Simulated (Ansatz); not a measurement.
# Si under changes of volume

One of the cells (14.668 Å³/atom); the others are scaled copies at fixed shape and fractional positions:

```
CELL_PARAMETERS angstrom
2.62054 0.00000 0.00000
-1.31027 2.26946 0.00000
0.00000 0.00000 2.46635
ATOMIC_POSITIONS crystal
Si 0.00000 0.00000 0.00000
```

This isn't the form of Si at room conditions, which is diamond.

```yaml
Program: Ansatz 0.2.0
Functional: PBE
Potentials_or_basis: all-electron LAPW, scalar-relativistic
Cutoff: 210 eV (chosen from the basis error)
Basis_error_allowed: 0.0005 eV/atom
k_mesh: 12 × 12 × 11
Occupations: fermi-dirac, width 0.05 eV
Spin: no spin polarisation
```

| volume (Å³/atom) | energy over the lowest point (meV/atom) | pressure (GPa) |
| --- | --- | --- |
| 13.788 | 42.95 | 11.8 |
| 14.081 | ? | ? |
| 14.375 | 11.43 | 5.7 |
| 14.668 | 3.46 | 3.1 |
| 14.961 | 0.00 | 0.8 |
| 15.255 | 0.55 | -1.3 |
| 15.548 | 4.69 | -3.1 |

Question: What does the run at 14.081 Å³/atom give?

Answer: Energy over the lowest point 24.41 meV/atom; pressure 8.6 GPa.

Worked out: A Birch-Murnaghan fit of order 3 (a polynomial in V^(-2/3)) to the other rows has its minimum at 15.06 Å³/atom with B0 = V·E''(V) = 108 GPa and B' = 4.6 at fixed shape and positions, which overstates the stiffness. It gives 24.42 meV/atom at 14.081 Å³/atom, against the run's 24.41, and -dE/dV = 8.6 GPa, against 8.6.

Energies are extrapolated to zero smearing.
